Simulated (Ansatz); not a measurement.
# SrO (model cell, started as zinc blende): relaxing the cell for a phonon run

Wanted: the relaxed cell of SrO (model cell, started as zinc blende).

Method: DFT PBEsol, scalar-relativistic, plane waves, PAW; PAW set soft_1, in Ansatz 0.2.0.

Most raw output is cut from this account.

The structure was built from a prototype and need not be the compound's stable phase.

**1. Starting point**

Symmetry: F-43m, No. 216, cubic system. Conventional cell: a = 5.601 Å, b = 5.601 Å, c = 5.601 Å, α = 90.00°, β = 90.00°, γ = 90.00°. Sr has 4 O at 2.43 Å nearest. Nearest to O lie 4 Sr at 2.43 Å. Farther neighbours and most contacts between anions are not listed.

Structure file:

```cif
data_structure
_symmetry_space_group_name_H-M 'P 1'
_symmetry_Int_Tables_number 1
_cell_length_a 3.9603
_cell_length_b 3.9603
_cell_length_c 3.9603
_cell_angle_alpha 60.000
_cell_angle_beta 60.000
_cell_angle_gamma 60.000
_cell_volume 43.92
loop_
_atom_site_label
_atom_site_type_symbol
_atom_site_fract_x
_atom_site_fract_y
_atom_site_fract_z
_atom_site_occupancy
Sr1 Sr 0.00000 0.00000 0.00000 1
O2 O 0.25000 0.25000 0.25000 1
```

**2. Probe on a coarse mesh**

A quick single point on a coarse mesh tells whether the cell has a gap and how far it is from rest, which sets the k mesh and smearing that follow.

input.yaml

```yaml
crystal:
  lattice:
    - [0.0, 2.80038, 2.80038]
    - [2.80038, 0.0, 2.80038]
    - [2.80038, 2.80038, 0.0]
  atoms:
    - { symbol: Sr, position: [0.0, 0.0, 0.0] }
    - { symbol: O, position: [0.25, 0.25, 0.25] }
kpoints:
  mp_grid: { grid: [6, 6, 6] }
hamiltonian:
  xc: pbesol
  pseudopotentials: { kind: paw, azcp: { folder: soft_1 }, xc_functional: pbe }
scf:
  occupations: { method: gaussian, width: 0.1 }
output:
  forces: true
  stress: true
  eigenvalues: true
```

Command:

```sh
$ ansatz run input.yaml --threads 4 --pin off --max-ram 10240MiB --backend cpu --events-out ev --progress --plain --runs-dir out
```

It took 0.39 s on 4 threads of AMD EPYC 9R14 (Zen 4), shared host; peak memory 0.34 GiB.

This step gave:

- pressure: -2.049 GPa
- gap on the k-mesh: 2.375 eV
- volume per atom: 21.96 Å³
- direct gap on mesh: 3.210 eV

The coarse mesh shows a gap of 2.38 eV and a pressure of -2.0 GPa.

**3. Bringing the structure to rest**

The cell and atoms are relaxed, since residual forces and stress would shift the frequencies.

input.yaml, the sections that differ from step 2:

```yaml
kpoints:
  mp_grid: { grid: [8, 8, 8] }
scf:
  occupations: { method: gaussian, width: 0.02 }
output:
  forces: true
  stress: true
  eigenvalues: true
  write_density: true
  write_potential: true
  elf: true
  volumetric_format: npy
relax:
  adjacent_minimum: "off"
  f_tol: 0.005
  max_steps: 80
  cell: { stress_tol: 0.05 }
# crystal, hamiltonian: as in step 2
```

It took 2.2 s on 4 threads; peak memory 0.39 GiB; 7.2 s of CPU time.

Step by step:

| step | energy less that of the first step (eV) | largest force component (eV/Å) | pressure (GPa) | volume (Å³) |
| --- | --- | --- | --- | --- |
| 1 | 0.0000 | 0.0000 | -2.05 | 43.92 |
| 2 | -0.0097 | 0.0000 | 0.96 | 41.94 |
| 3 | -0.0107 | 0.0000 | -0.04 | 42.55 |
| 4* | -0.0094 | 0.0000 | -0.11 | 42.55 |
| 5 | -0.0095 | 0.0000 | 0.00 | 42.49 |
| 6* | -0.0095 | 0.0000 | 0.00 | 42.49 |

Relaxation steps marked * repeat the geometry before them on a plane-wave basis chosen anew for their cell, so energy and pressure can jump there.

Forces are held to the 24 operations that the run works with; a distortion that breaks them can't arise in this run.

| conventional cell, symmetrised | before | after | change |
| --- | --- | --- | --- |
| a (Å) | 5.601 | 5.539 | -1.1 % |
| b (Å) | 5.601 | 5.539 | -1.1 % |
| c (Å) | 5.601 | 5.539 | -1.1 % |
| volume (Å³/atom) | 21.96 | 21.24 | -3.3 % |

The relaxed structure:

```xyz
2
Lattice="0.0000 2.7695 2.7695 2.7695 0.0000 2.7695 2.7695 2.7695 0.0000" Properties=species:S:1:pos:R:3 pbc="T T T"
Sr    0.0000    0.0000    0.0000
O     1.3848    1.3848    1.3848
```

Numbers from this step:

```
pressure           : -0.004514 GPa
gap on the k-mesh  : 2.454 eV
volume per atom    : 21.24 Å³
direct gap on mesh : 3.363 eV
```

Electrostatic potential energy in the ac plane of a cell with a along [110], b along [-110] and c along [001] of the cube at fractional y = 0.000, with atoms of Sr and O within 0.2 Å of it. With pseudopotentials it is smooth inside the atoms' cores, unlike the true potential.

Ten even steps from '0' (-116 eV) to '9' (11 eV), each cell a mean:
```
0279999985002799999850
4689999998546899999985
8999867999889998679998
9999756899999997568999
9999767999999997679999
9999999999999999999999
9999999999999999999999
9999999999999999999999
9999999999999999999999
9999999999999999999999
9999999999999999999999
9999999999999999999999
7899999998778999999987
1489999986214899999862
0179999984001799999840
```
Columns run along a (7.8 Å; values clipped at the 3rd and 97th percentile), rows up along c (5.5 Å), edges of the conventional cell, whose origin can differ from the input's. Atoms in or near the plane, at fractional coordinates: Sr at (0.50, 0.00), Sr at (0.00, 0.00), O at (0.75, 0.75), O at (0.25, 0.75).

Valence density in the ac plane of a cell with a along [110], b along [-110] and c along [001] of the cube at fractional y = 0.000, with atoms of Sr and O within 0.2 Å of it. It is the smooth field of the valence electrons, not physical close to the nuclei.

Values in e/Å³, 8 rows by 16 columns, each cell a mean:
```
2.2 1.4 0.4 0.4 0.5 0.3 0.9 2.1 2.2 1.4 0.4 0.4 0.5 0.3 0.9 2.1
0.4 0.3 0.7 3.7 5.0 1.3 0.3 0.4 0.4 0.3 0.7 3.7 5.0 1.3 0.3 0.4
0.0 0.1 0.5 2.7 3.6 1.0 0.2 0.0 0.0 0.1 0.5 2.7 3.6 1.0 0.2 0.0
0.0 0.0 0.1 0.2 0.3 0.1 0.0 0.0 0.0 0.0 0.1 0.2 0.3 0.1 0.0 0.0
0.0 0.0 0.0 0.0 0.0 0.0 0.0 0.0 0.0 0.0 0.0 0.0 0.0 0.0 0.0 0.0
0.0 0.0 0.0 0.0 0.0 0.0 0.0 0.0 0.0 0.0 0.0 0.0 0.0 0.0 0.0 0.0
0.8 0.4 0.1 0.0 0.0 0.0 0.2 0.7 0.8 0.4 0.1 0.0 0.0 0.0 0.2 0.7
2.3 1.7 0.3 0.1 0.1 0.1 1.1 2.4 2.3 1.7 0.3 0.1 0.1 0.1 1.1 2.4
```
Columns run along a (7.8 Å), rows up along c (5.5 Å), edges of the conventional cell, whose origin can differ from the input's. Atoms in or near the plane, at fractional coordinates: Sr at (0.50, 0.00), Sr at (0.00, 0.00), O at (0.75, 0.75), O at (0.25, 0.75).

ELF in the ac plane of a cell with a along [110], b along [-110] and c along [001] of the cube at fractional y = 0.000, with atoms of Sr and O within 0.2 Å of it. It is the smooth field of the valence electrons, not physical close to the nuclei.

Ten even steps from '_' (0.01) to '@' (0.86), each cell a mean:
```
==%%##::::**==..++%%**==%%##::::**==..++%%**
@@%%==::##%%%%==::##@@@@%%==::##%%%%==::##@@
##==::**@@%%%%%%--::**##==::**@@%%%%%%--::**
....--%%%%++##@@**........--%%%%++##@@**....
__..++%%@@%%%%@@##::____..++%%@@%%%%@@##::__
__..==##%%@@%%%%++::____..==##%%@@%%%%++::__
____::==++****++--..______::==++****++--..__
______....::::..____________....::::..______
____________________________________________
____________________________________________
____________________________________________
--::..____________::----::..____________::--
@@%%**..________==##@@@@%%**..________==##@@
##@@@@==______..##@@%%##@@@@==______..##@@%%
::##@@==__......##@@==::##@@==__......##@@==
```
Columns run along a (7.8 Å), rows up along c (5.5 Å), edges of the conventional cell, whose origin can differ from the input's. Atoms in or near the plane, at fractional coordinates: Sr at (0.50, 0.00), Sr at (0.00, 0.00), O at (0.75, 0.75), O at (0.25, 0.75).

In this step the volume went from 21.96 to 21.24 Å³/atom.

**4. Tight relaxation**

Phonons need a cell at rest on their own settings, so the relaxation is repeated with tight tolerances on forces and stress on the k mesh and occupations of the first response run.

input.yaml, the sections that differ from step 3:

```yaml
crystal:
  lattice:
    - [0.0, 2.7695061379, 2.7695061379]
    - [2.7695061379, 0.0, 2.7695061379]
    - [2.7695061379, 2.7695061379, 0.0]
  atoms:
    - { symbol: Sr, position: [0.0, 0.0, 0.0] }
    - { symbol: O, position: [0.25, 0.25, 0.25] }
scf:
  occupations: { method: fixed }
relax:
  adjacent_minimum: "off"
  f_tol: 0.001
  max_steps: 60
  cell: { stress_tol: 0.01 }
# kpoints, hamiltonian, output: as in step 3
```

Run time: 0.93 s. Hardware: 4 threads; peak memory 0.38 GiB; 2.8 s of CPU time.

Little changed from the start: no atom moved by 0.005 Å and no cell edge by 0.1 %.

This step gave:

```yaml
pressure: -0.004515 GPa
```

Valence density in the ac plane of a cell with a along [110], b along [-110] and c along [001] of the cube at fractional y = 0.000, with atoms of Sr and O within 0.2 Å of it. It is the smooth field of the valence electrons, not physical close to the nuclei.

Values in e/Å³, 8 rows by 16 columns, each cell a mean:
```
2.2 1.4 0.4 0.4 0.5 0.3 0.9 2.1 2.2 1.4 0.4 0.4 0.5 0.3 0.9 2.1
0.4 0.3 0.7 3.7 5.0 1.3 0.3 0.4 0.4 0.3 0.7 3.7 5.0 1.3 0.3 0.4
0.0 0.1 0.5 2.7 3.6 1.0 0.2 0.0 0.0 0.1 0.5 2.7 3.6 1.0 0.2 0.0
0.0 0.0 0.1 0.2 0.3 0.1 0.0 0.0 0.0 0.0 0.1 0.2 0.3 0.1 0.0 0.0
0.0 0.0 0.0 0.0 0.0 0.0 0.0 0.0 0.0 0.0 0.0 0.0 0.0 0.0 0.0 0.0
0.0 0.0 0.0 0.0 0.0 0.0 0.0 0.0 0.0 0.0 0.0 0.0 0.0 0.0 0.0 0.0
0.8 0.4 0.1 0.0 0.0 0.0 0.2 0.7 0.8 0.4 0.1 0.0 0.0 0.0 0.2 0.7
2.3 1.7 0.3 0.1 0.1 0.1 1.1 2.4 2.3 1.7 0.3 0.1 0.1 0.1 1.1 2.4
```
Columns run along a (7.8 Å), rows up along c (5.5 Å), edges of the conventional cell, whose origin can differ from the input's. Atoms in or near the plane, at fractional coordinates: Sr at (0.50, 0.00), Sr at (0.00, 0.00), O at (0.75, 0.75), O at (0.25, 0.75).

Electrostatic potential energy in the ac plane of a cell with a along [110], b along [-110] and c along [001] of the cube at fractional y = 0.000, with atoms of Sr and O within 0.2 Å of it. With pseudopotentials it is smooth inside the atoms' cores, unlike the true potential.

Values in eV, 8 rows by 16 columns, each cell a mean:
```
 -88  -30    3    7    7    6  -12  -76  -88  -30    3    7    7    6  -12  -76
  -2    4    5  -24  -30   -3    6    0   -2    4    5  -24  -30   -3    6    0
   9   10    8  -15  -21    2   11    9    9   10    8  -15  -21    2   11    9
  10   10   10   10   10   10   10   10   10   10   10   10   10   10   10   10
  10   10    9    9    8    9   10   10   10   10    9    9    8    9   10   10
   8    8    8    8    8    8    8    8    8    8    8    8    8    8    8    8
 -12   -1    5    8    8    6    2   -9  -12   -1    5    8    8    6    2   -9
-106  -42    1    8    8    4  -18  -95 -106  -42    1    8    8    4  -18  -95
```
Columns run along a (7.8 Å; values clipped at the 3rd and 97th percentile), rows up along c (5.5 Å), edges of the conventional cell, whose origin can differ from the input's. Atoms in or near the plane, at fractional coordinates: Sr at (0.50, 0.00), Sr at (0.00, 0.00), O at (0.75, 0.75), O at (0.25, 0.75).

ELF in the ac plane of a cell with a along [110], b along [-110] and c along [001] of the cube at fractional y = 0.000, with atoms of Sr and O within 0.2 Å of it. It is the smooth field of the valence electrons, not physical close to the nuclei.

Ten even steps from '_' (0.01) to '@' (0.86), each cell a mean:
```
==%%##::::**==..++%%**==%%##::::**==..++%%**
@@%%==::##%%%%==::##@@@@%%==::##%%%%==::##@@
##==::**@@%%%%%%--::**##==::**@@%%%%%%--::**
....--%%%%++##@@**........--%%%%++##@@**....
__..++%%@@%%%%@@##::____..++%%@@%%%%@@##::__
__..==##%%@@%%%%++::____..==##%%@@%%%%++::__
____::==++****++--..______::==++****++--..__
______....::::..____________....::::..______
____________________________________________
____________________________________________
____________________________________________
--::..____________::----::..____________::--
@@%%**..________==##@@@@%%**..________==##@@
##@@@@==______..##@@%%##@@@@==______..##@@%%
::##@@==__......##@@==::##@@==__......##@@==
```
Columns run along a (7.8 Å), rows up along c (5.5 Å), edges of the conventional cell, whose origin can differ from the input's. Atoms in or near the plane, at fractional coordinates: Sr at (0.50, 0.00), Sr at (0.00, 0.00), O at (0.75, 0.75), O at (0.25, 0.75).

The forces vanish by symmetry and the pressure is -0.005 GPa, within the tolerances set. The cell now holds 21.24 Å³/atom.

**5. Outcome**

* space group after relaxation (within 0.01 Å): F-43m
* lattice constant a: 5.539 Å
* lattice constant b: 5.539 Å
* lattice constant c: 5.539 Å
* volume per atom: 21.2 Å³
* gap on the k-mesh: 2.45 eV

What this shows: The forces vanish by symmetry and the pressure is -0.005 GPa, within the tolerances set. The cell now holds 21.24 Å³/atom. The relaxation keeps the symmetry of its start, so it says nothing on stability against lower symmetry. The PAW files were made for PBE and serve the other functionals too. The starting cell was built on a prototype and not taken from a measurement, so the phase need not exist.

[Logs are printed without paths, hosts, clocks, repeated set-up lines and the standing remarks that a program may print on its own settings, such as how far it seeks lower states.]

[Hosts, paths, dates, database ids (printed as entryN), source tags and the programs' standing remarks are cut or masked in the printed files.]
